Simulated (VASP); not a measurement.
Crystal: Mo.

```
Mo
1.0
    -1.58381    1.58381    1.58381
     1.58381   -1.58381    1.58381
     1.58381    1.58381   -1.58381
Mo
1
Direct
  0.00000 0.00000 0.00000
```

| Quantity | Value |
| --- | --- |
| Program | VASP 6.6.1 |
| Task | relaxation of cell and atoms |
| Functional | AM05 |
| Potentials or basis | VASP PAW PBE potentials, release 64 (Mo_sv) |
| Cutoff | 600 eV |
| k mesh | 12 × 12 × 12 |
| Occupations | fermi-dirac, width 0.05 eV |
| Spin | no spin polarisation |

At the start: pressure -10.5 GPa; volume 15.89 Å³/atom.

**Question.** How do energy, volume and symmetry change on relaxing?

**Answer.** Over 4 steps the energy falls by 21.1 meV/atom and the volume is 15.27 Å³/atom (-3.9 %); space group Im-3m (No. 229, to 0.05 Å).

Step by step:
```tsv
step	energy change (eV)	largest force (eV/Å)	pressure (GPa)	volume (Å³)
1	0.0000	0.0000	-10.48	15.89
2	0.1727	0.0000	41.53	13.62
3	-0.0211	0.0000	-0.56	15.30
4	-0.0211	0.0000	-0.04	15.27
```

Final structure:
```
Mo
1.0
    -1.56295    1.56295    1.56295
     1.56295   -1.56295    1.56295
     1.56295    1.56295   -1.56295
Mo
1
Direct
  0.00000 0.00000 0.00000
```

Caveat: the PAW data sets were made with another functional, which shifts forces and pressure a little.
